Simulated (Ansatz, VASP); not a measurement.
**Bi in VASP and in Ansatz**

File POSCAR:

```
Bi
1.0
    2.2675000000      1.3091417354      3.9380000000
   -2.2675000000      1.3091417354      3.9380000000
    0.0000000000     -2.6182834708      3.9380000000
Bi
2
Direct
    0.7660000000      0.7660000000      0.7660000000
    0.2340000000      0.2340000000      0.2340000000
```

File INCAR.step1:

```
ALGO = Normal
EDIFF = 1E-4
ENCUT = 520
GGA = PE
ISMEAR = -1
LASPH = True
LCHARG = False
LREAL = False
LWAVE = True
NBANDS = 22
NELM = 60
PREC = Accurate
SIGMA = 0.05
```

INCAR.step2

```
ALGO = Normal
EDIFF = 1E-6
ENCUT = 520
ISIF = 2
ISMEAR = -1
ISTART = 1
LASPH = True
LCHARG = False
LMIXTAU = True
LREAL = False
LWAVE = False
METAGGA = R2SCAN
NBANDS = 22
NELM = 60
PREC = Accurate
SIGMA = 0.05
```

The input KPOINTS:

```
k-points
0
Gamma
  7 7 7
```

Contents of input.yaml:

```yaml
crystal:
  lattice:
    - [2.2675, 1.3091417354, 3.938]
    - [-2.2675, 1.3091417354, 3.938]
    - [0.0, -2.6182834708, 3.938]
  atoms:
    - { symbol: Bi, position: [0.766, 0.766, 0.766] }
    - { symbol: Bi, position: [0.234, 0.234, 0.234] }
hamiltonian:
  xc: r2scan
  pseudopotentials: { kind: paw }
kpoints:
  mp_grid: { grid: [7, 7, 7] }
  band_path:
    path:
      - [[0.0, 0.0, 0.0], [0.5, 0.0, 0.0], [0.5, 0.2403434496, -0.2403434496]]
      - [[0.7596565504, 0.5, 0.2403434496], [0.5, 0.5, 0.5], [0.0, 0.0, 0.0], [0.3701717248, 0.0, -0.3701717248]]
      - [[0.6298282752, 0.3701717248, 0.0], [0.5, 0.5, 0.0], [0.6298282752, 0.6298282752, 0.2403434496], [0.5, 0.5, 0.5]]
      - [[0.5, 0.0, 0.0], [0.7596565504, 0.3701717248, 0.3701717248]]
    npoints: 14
scf:
  occupations: { method: fermi_dirac, width: 0.05 }
  n_extra_bands: 6
output:
  forces: true
  stress: true
  eigenvalues: true
  fatbands: true
```

Alike in both runs: functional r2SCAN; k mesh 7 × 7 × 7; occupations fermi-dirac, width 0.05 eV; no spin polarisation.

```csv
,VASP,Ansatz
version,VASP 6.6.1,Ansatz 0.2.0
potentials or method,"VASP PAW PBE potentials, release 64 (Bi_d)",Ansatz PAW
plane-wave cutoff (eV),520,500
valence electrons in the cell,30,30
task,single point,band structure
```

VASP gave:

| Item | Value |
| --- | --- |
| gap on the k mesh at the Fermi level (eV) | 0.29 |
| least direct gap on the mesh (eV) | 0.62 |
| pressure (GPa) | 1.1 |
| largest component of the traceless stress (GPa) | 0.15 |
| rms of the force components (eV/Å) | 0.017 |

Q: Estimate Ansatz's values.

A: gap on the k mesh at the Fermi level (eV): 0.29; least direct gap on the mesh (eV): 0.62; pressure (GPa): 1.2; largest component of the traceless stress (GPa): 0.15; rms of the force components (eV/Å): 0.012.

Atom by atom the forces differ by 0.004 eV/Å (rms over components).

Caveats: the PAW data sets were made with another functional, which shifts forces and pressure a little (VASP); spin-orbit coupling is left out, which as a rule narrows the gap of such compounds by several tenths of an eV (VASP); an odd mesh through Γ misses points on the zone boundary, where band edges often lie (VASP); spin-orbit coupling is left out, which moves the levels of the heavy elements (Ansatz); the PAW data sets come from PBE, with cores solved anew for the run's functional, which leaves a small shift of forces and pressure (Ansatz).
